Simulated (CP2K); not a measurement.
# Al2Pt (Fm-3m) in CP2K: equation of state

Aim: energy against volume of Al2Pt in PBE, for its equilibrium volume and stiffness.

Program: CP2K 2026.2. These are calculated values, not measurements. Logs are shortened: lines on timing, memory, paths and dates and some standing lists are left out, and cuts for length are marked.

## (1) Starting point

The structure is cubic, space group Fm-3m (No. 225). Conventional cell: a = 5.910 Å, b = 5.910 Å, c = 5.910 Å, α = 90.00°, β = 90.00°, γ = 90.00°. Around Pt (site symmetry m-3m) lie 8 Al at 2.56 Å. Around Al (site symmetry -43m) lie 4 Pt at 2.56 Å.

## (2) Single point, PBE, 17.20 Å³/atom

File al2pt_eos.inp:

```
&GLOBAL
  PROJECT al2pt_eos
  RUN_TYPE ENERGY_FORCE
  PRINT_LEVEL LOW
&END GLOBAL
&FORCE_EVAL
  METHOD QS
  STRESS_TENSOR ANALYTICAL
  &DFT
    BASIS_SET_FILE_NAME BASIS_MOLOPT_UZH
    POTENTIAL_FILE_NAME POTENTIAL_UZH
    &MGRID
      CUTOFF 450
      REL_CUTOFF 60
      NGRIDS 4
    &END MGRID
    &QS
      METHOD GPW
      EPS_DEFAULT 1.0E-10
    &END QS
    &KPOINTS
      SCHEME MONKHORST-PACK 8 8 8
      GAMMA_CENTERED T
      SYMMETRY T
      SYMMETRY_BACKEND SPGLIB
    &END KPOINTS
    &SCF
      SCF_GUESS ATOMIC
      EPS_SCF 1.0E-6
      MAX_SCF 100
      ADDED_MOS 15
      CHOLESKY OFF
      EPS_EIGVAL 1.0E-7
      &DIAGONALIZATION ON
        ALGORITHM STANDARD
      &END DIAGONALIZATION
      &MIXING ON
        METHOD BROYDEN_MIXING
        ALPHA 0.4
        BETA 1.5
        NBUFFER 8
      &END MIXING
      &SMEAR ON
        METHOD FERMI_DIRAC
        ELECTRONIC_TEMPERATURE [K] 580.226
      &END SMEAR
    &END SCF
    &XC
      &XC_FUNCTIONAL PBE
      &END XC_FUNCTIONAL
    &END XC
    &PRINT
      &KPOINTS ON
      &END KPOINTS
      &MULLIKEN ON
      &END MULLIKEN
      &MO ON
        ENERGIES T
        OCCUPATION_NUMBERS T
        &EACH
          QS_SCF 0
        &END EACH
        ADD_LAST NUMERIC
      &END MO
    &END PRINT
  &END DFT
  &SUBSYS
    &CELL
      A 4.1790010768 0.0000000000 0.0000000000
      B 2.0895005384 3.6191210950 0.0000000000
      C 2.0895005384 1.2063736983 3.4121400909
      PERIODIC XYZ
    &END CELL
    &COORD
      SCALED
      Pt  0.0000000000 0.0000000000 0.0000000000
      Al  0.7500000000 0.7500000000 0.7500000000
      Al  0.2500000000 0.2500000000 0.2500000000
    &END COORD
    &KIND Pt
      BASIS_SET TZVP-MOLOPT-PBE-GTH-q18
      POTENTIAL GTH-PBE-q18
    &END KIND
    &KIND Al
      BASIS_SET TZVP-MOLOPT-PBE-GTH-q3
      POTENTIAL GTH-PBE-q3
    &END KIND
    &PRINT
      &ATOMIC_COORDINATES ON
      &END ATOMIC_COORDINATES
      &CELL ON
      &END CELL
    &END PRINT
  &END SUBSYS
  &PRINT
    &FORCES ON
    &END FORCES
    &STRESS_TENSOR ON
    &END STRESS_TENSOR
  &END PRINT
&END FORCE_EVAL
```

Potentials or basis: POTENTIAL_UZH Pt GTH-PBE-q18, Al GTH-PBE-q3; TZVP-MOLOPT-PBE-GTH basis.

Started as:

```bash
$ OMP_NUM_THREADS=1 cp2k.psmp -i al2pt_eos.inp -o al2pt_eos.out
```

al2pt_eos.out:

```text

 CP2K| version string:                                       CP2K version 2026.2
 CP2K| Input file name                                             al2pt_eos.inp

 GLOBAL| Force Environment number                                              1
 GLOBAL| Basis set file name                                    BASIS_MOLOPT_UZH
 GLOBAL| Potential file name                                       POTENTIAL_UZH
 GLOBAL| MM Potential file name                                     MM_POTENTIAL
 GLOBAL| Coordinate file name                                      __STD_INPUT__
 GLOBAL| Method name                                                        CP2K
 GLOBAL| Project name                                                  al2pt_eos
 GLOBAL| Run type                                                   ENERGY_FORCE
 GLOBAL| FFT library                                                       FFTW3
[... 6 lines left out ...]
 GLOBAL| Total number of message passing processes                             1
 GLOBAL| Number of threads for this process                                    1
 GLOBAL| CPU model name                          AMD EPYC 7R43 64-Core Processor

 CELL| Volume [angstrom^3]:                                            51.606268
 CELL| Vector a [angstrom]:       4.179     0.000     0.000   |a| =     4.179001
 CELL| Vector b [angstrom]:       2.090     3.619     0.000   |b| =     4.179001
 CELL| Vector c [angstrom]:       2.090     1.206     3.412   |c| =     4.179001
 CELL| Angle (b,c), alpha [degree]:                                    60.000000
 CELL| Angle (a,c), beta  [degree]:                                    60.000000
 CELL| Angle (a,b), gamma [degree]:                                    60.000000
 CELL| Numerically orthorhombic:                                              NO
 CELL| Periodicity                                                           XYZ

 CELL_REF| Volume [angstrom^3]:                                        51.606268
 CELL_REF| Vector a [angstrom     4.179     0.000     0.000   |a| =     4.179001
 CELL_REF| Vector b [angstrom     2.090     3.619     0.000   |b| =     4.179001
 CELL_REF| Vector c [angstrom     2.090     1.206     3.412   |c| =     4.179001
 CELL_REF| Angle (b,c), alpha [degree]:                                60.000000
 CELL_REF| Angle (a,c), beta  [degree]:                                60.000000
 CELL_REF| Angle (a,b), gamma [degree]:                                60.000000
 CELL_REF| Numerically orthorhombic:                                          NO
 CELL_REF| Periodicity                                                       XYZ
[... 10 lines left out ...]

  Total number of            - Atomic kinds:                                   2
                             - Atoms:                                          3
                             - Shell sets:                                     3
                             - Shells:                                        25
                             - Primitive Cartesian functions:                 14
                             - Cartesian basis functions:                     77
                             - Spherical basis functions:                     69

  Maximum angular momentum of- Orbital basis functions:                        3
                             - Local part of the GTH pseudopotential:          2
                             - Non-local part of the GTH pseudopotential:      5

 MODULE QUICKSTEP: ATOMIC COORDINATES IN ANGSTROM

   Atom Kind Element         X             Y             Z       Z(eff)     Mass
      1    1 Pt   78      0.000000      0.000000      0.000000  18.0000 195.0840
      2    2 Al   13      6.268502      3.619121      2.559105   3.0000  26.9815
      3    2 Al   13      2.089501      1.206374      0.853035   3.0000  26.9815

 SCF PARAMETERS         Density guess:                                    ATOMIC
[... 9 lines left out ...]
                        --------------------------------------------------------
                        level_shift [a.u.]:                             0.000000
                        added MOs                                        15    0
                        --------------------------------------------------------
                        Mixing method:                            BROYDEN_MIXING
                                                charge density mixing in g-space
                        --------------------------------------------------------
                        Smear method:                                FERMI_DIRAC
                        Electronic temperature [K]:                        580.2
                        Electronic temperature [a.u.]:                  1.84E-03
                        Accuracy threshold:                             1.00E-10
                        --------------------------------------------------------
                        No outer SCF

 *******************************************************************************
                                    Kpoints
 *******************************************************************************
 BRILLOUIN| K-point scheme                                        Monkhorst-Pack
 BRILLOUIN| K-Point grid                                             8    8    8
 BRILLOUIN| Gamma-centered k-point mesh                                     ON
 BRILLOUIN| K-point symmetry accuracy                               0.100000E-05
 BRILLOUIN| K-Point point group symmetrization                                ON
 BRILLOUIN| Symmetry backend                                             SPGLIB
 BRILLOUIN| Symmetry reduction method                                    SPGLIB
 BRILLOUIN| Wavefunction type                                            COMPLEX
 BRILLOUIN| List of Kpoints [2 Pi/Bohr]                                       29
 BRILLOUIN| Number           Weight            X              Y              Z
 BRILLOUIN|     1           0.01562       -0.37500       -0.37500       -0.37500
 BRILLOUIN|     2           0.04688       -0.37500       -0.37500       -0.25000
 BRILLOUIN|     3           0.04688       -0.37500       -0.37500       -0.12500
 BRILLOUIN|     4           0.01172       -0.37500       -0.37500        0.00000
 BRILLOUIN|     5           0.04688       -0.37500       -0.37500        0.12500
 BRILLOUIN|     6           0.02344       -0.37500       -0.37500        0.25000
[... 21 lines left out ...]
 BRILLOUIN|    28           0.00781        0.00000        0.00000        0.50000
 BRILLOUIN|    29           0.00586        0.00000        0.50000        0.50000
 *******************************************************************************

 Extrapolation method: initial_guess

 Number of electrons:                                                         24
 Number of occupied orbitals:                                                 12
 Number of molecular orbitals:                                                27

 Number of orbital functions:                                                 69
 Number of independent orbital functions:                                     69

 SCF WAVEFUNCTION OPTIMIZATION

  Step     Update method      Time    Convergence         Total energy    Change
  ------------------------------------------------------------------------------
     1 NoMix/Diag. 0.40E+00    8.6     1.25557846      -125.0897636318 -1.25E+02
     2 Broy./Diag. 0.40E+00    6.9     0.10123298      -126.1296275707 -1.04E+00
     3 Broy./Diag. 0.40E+00    6.7     0.06398272      -125.0536572946  1.08E+00
     4 Broy./Diag. 0.40E+00    5.3     0.02837946      -124.4527404406  6.01E-01
     5 Broy./Diag. 0.40E+00    7.0     0.00518181      -124.4372998245  1.54E-02
     6 Broy./Diag. 0.40E+00    7.5     0.01288974      -124.4501312188 -1.28E-02
     7 Broy./Diag. 0.40E+00    7.5     0.00038920      -124.4492049098  9.26E-04
     8 Broy./Diag. 0.40E+00    7.5     0.00105322      -124.4468129825  2.39E-03
     9 Broy./Diag. 0.40E+00    7.3     0.00008866      -124.4487491656 -1.94E-03
    10 Broy./Diag. 0.40E+00    7.3     0.00002542      -124.4492049718 -4.56E-04
    11 Broy./Diag. 0.40E+00    7.2     0.00009296      -124.4491495608  5.54E-05
    12 Broy./Diag. 0.40E+00    7.3     0.00000128      -124.4492457162 -9.62E-05
    13 Broy./Diag. 0.40E+00    7.3     0.00000732      -124.4492461765 -4.60E-07
    14 Broy./Diag. 0.40E+00    7.3     0.00000033      -124.4492482496 -2.07E-06

  *** SCF run converged in    14 steps ***

  Electronic density on regular grids:        -23.9999999997        0.0000000003
  Core density on regular grids:               23.9999999973       -0.0000000027
  Total charge density on r-space grids:       -0.0000000024
  Total charge density g-space grids:          -0.0000000024

  Overlap energy of the core charge distribution:               0.00000000005908
  Self energy of the core charge distribution:               -193.99387769643323
  Core Hamiltonian energy:                                     42.94345626245705
  Hartree energy:                                              39.97613053321124
  Exchange-correlation energy:                                -13.37449073395907
  Electronic entropic energy:                                  -0.00046661494864
  Fermi energy:                                                 0.31732040949416

  Total energy:                                              -124.44924824959804
  Total energy (extrapolated to T->0):                       -124.44901494212372

 MO| EIGENVALUES AND OCCUPATION NUMBERS FOR K POINT 1
 MO|
 MO|  Index      Eigenvalue [a.u.]        Eigenvalue [eV]             Occupation
 MO|      1              -3.306780             -89.982055               2.000000
 MO|      2              -1.642230             -44.687340               2.000000
 MO|      3              -1.642173             -44.685794               2.000000
 MO|      4              -1.642173             -44.685793               2.000000
 MO|      5               0.005820               0.158365               2.000000
 MO|      6               0.103963               2.828970               2.000000
[... 19 lines left out ...]
 MO|     26               0.984662              26.794017               0.000000
[... 431 lines left out ...]
 MO|     26               1.014893              27.616647               0.000000
 MO|     27               1.039036              28.273614               0.000000
 MO| Sum:                                                              24.000009
 MO| E(Fermi):            0.317320 a.u.          8.634727 eV

 [... the levels of further k-points ...]

 !-----------------------------------------------------------------------------!
                     Mulliken Population Analysis

 #  Atom  Element  Kind  Atomic population                           Net charge
       1     Pt       1         18.690546                             -0.690546
       2     Al       2          2.654727                              0.345273
       3     Al       2          2.654727                              0.345273
 # Total charge                             24.000000                  0.000000

 !-----------------------------------------------------------------------------!

 ENERGY| Total FORCE_EVAL ( QS ) energy [hartree]           -124.449248299204669

 FORCES| Atomic forces [hartree/bohr]
 FORCES|   Atom     x               y               z               |f|
 FORCES|      1 -1.73779526E-11  1.39103855E-11  1.71452299E-09   1.71466748E-09
 FORCES|      2 -8.56728455E-10 -4.34438979E-09 -6.66861382E-09   8.00488080E-09
 FORCES|      3  8.73807951E-10  4.33001920E-09  4.95422333E-09   6.63753986E-09
 FORCES| Sum    -2.98457251E-13 -4.60210014E-13  1.32505620E-13
 FORCES| Total atomic force                                       5.64294007E-13

 STRESS| Analytical stress tensor [bar]
 STRESS|                        x                   y                   z
 STRESS|      x        2.34242477431E+04   4.47344106800E-01   3.06744073263E-01
 STRESS|      y        4.47344106800E-01   2.34235110089E+04  -1.65715120211E-01
 STRESS|      z        3.06744073263E-01  -1.65715120211E-01   2.34234807841E+04
 STRESS| 1/3 Trace                                             2.34237465120E+04
 STRESS| Determinant                                           1.28519515074E+13

 STRESS| Eigenvectors and eigenvalues of the analytical stress tensor [bar]
 STRESS|                        1                   2                   3
 STRESS| Eigenvalues   2.34230841924E+04   2.34236518519E+04   2.34245034917E+04
 STRESS|      x          -0.419539639739      0.083464161533      0.903891710565
 STRESS|      y           0.675252945575     -0.636779508117      0.372216761491
 STRESS|      z           0.606646478751      0.766515226060      0.210794824504
```

Run time: 2 min. Hardware: 1 thread of AMD EPYC 7R43 (Zen 3), shared host; peak memory 0.41 GiB.

What came out:

| Item | Value |
| --- | --- |
| Free energy | -3386.4363 eV |
| Pressure | 2.3 GPa |
| Band gap on the k mesh | none (metal or under the smearing width) |
| Mulliken charges | Pt -0.69; Al +0.35 e |

Caveat: Mulliken charges move with the basis; the basis of atomic orbitals isn't converged, which shifts pressures, moduli and gaps.

## (3) Single point, PBE, 16.86 Å³/atom (volume scaled by 0.98)

Changes to al2pt_eos.inp since step 2:

```diff
@@ -11,2 +11,3 @@
     POTENTIAL_FILE_NAME POTENTIAL_UZH
+    WFN_RESTART_FILE_NAME previous-RESTART.kp
     &MGRID
@@ -27,3 +28,3 @@
     &SCF
-      SCF_GUESS ATOMIC
+      SCF_GUESS RESTART
       EPS_SCF 1.0E-6
@@ -68,5 +69,5 @@
     &CELL
-      A 4.1790010768 0.0000000000 0.0000000000
-      B 2.0895005384 3.6191210950 0.0000000000
-      C 2.0895005384 1.2063736983 3.4121400909
+      A 4.1509532446 0.0000000000 0.0000000000
+      B 2.0754766223 3.5948309598 0.0000000000
+      C 2.0754766223 1.1982769866 3.3892391318
       PERIODIC XYZ
```

Potentials or basis: POTENTIAL_UZH Pt GTH-PBE-q18, Al GTH-PBE-q3; TZVP-MOLOPT-PBE-GTH basis.

Started as:

```bash
$ OMP_NUM_THREADS=1 cp2k.psmp -i al2pt_eos.inp -o al2pt_eos.out
```

Run time: 2.2 min. Hardware: 1 thread of AMD EPYC 7R43 (Zen 3), shared host; peak memory 0.4 GiB.

The run converged. Its results:

```yaml
Free_energy: -3386.4118 eV
Pressure: 5.3 GPa
Band_gap_on_the_k_mesh: none (metal or under the smearing width)
Mulliken_charges: Pt -0.69; Al +0.35 e
```

Caveat: Mulliken charges move with the basis; the basis of atomic orbitals isn't converged, which shifts pressures, moduli and gaps.

## (4) Single point, PBE, 17.55 Å³/atom (volume scaled by 1.02)

Changes to al2pt_eos.inp since step 3:

```diff
@@ -69,5 +69,5 @@
     &CELL
-      A 4.1509532446 0.0000000000 0.0000000000
-      B 2.0754766223 3.5948309598 0.0000000000
-      C 2.0754766223 1.1982769866 3.3892391318
+      A 4.2066773872 0.0000000000 0.0000000000
+      B 2.1033386936 3.6430894829 0.0000000000
+      C 2.1033386936 1.2143631609 3.4347377037
       PERIODIC XYZ
```

Started as:

```bash
$ OMP_NUM_THREADS=1 cp2k.psmp -i al2pt_eos.inp -o al2pt_eos.out
```

Run time: 1.9 min. Hardware: 1 thread of AMD EPYC 7R43 (Zen 3), shared host; peak memory 0.4 GiB.

Results (log left out):

* Free energy: -3386.4427 eV
* Pressure: -0.3 GPa
* Band gap on the k mesh: none (metal or under the smearing width)
* Mulliken charges: Pt -0.69; Al +0.35 e

Caveat: Mulliken charges move with the basis; the basis of atomic orbitals isn't converged, which shifts pressures, moduli and gaps.

## (5) Single point, PBE, 16.51 Å³/atom (volume scaled by 0.96)

Changes to al2pt_eos.inp since step 4:

```diff
@@ -69,5 +69,5 @@
     &CELL
-      A 4.2066773872 0.0000000000 0.0000000000
-      B 2.1033386936 3.6430894829 0.0000000000
-      C 2.1033386936 1.2143631609 3.4347377037
+      A 4.1225211657 0.0000000000 0.0000000000
+      B 2.0612605828 3.5702080572 0.0000000000
+      C 2.0612605828 1.1900693524 3.3660244366
       PERIODIC XYZ
```

Started as:

```bash
$ OMP_NUM_THREADS=1 cp2k.psmp -i al2pt_eos.inp -o al2pt_eos.out
```

Run time: 1.9 min. Hardware: 1 thread of AMD EPYC 7R43 (Zen 3), shared host; peak memory 0.4 GiB.

Results (log left out):

* Free energy: -3386.3673 eV
* Pressure: 8.6 GPa
* Band gap on the k mesh: none (metal or under the smearing width)
* Mulliken charges: Pt -0.69; Al +0.35 e

Caveat: Mulliken charges move with the basis; the basis of atomic orbitals isn't converged, which shifts pressures, moduli and gaps.

(Continued in part 2 of 2.)
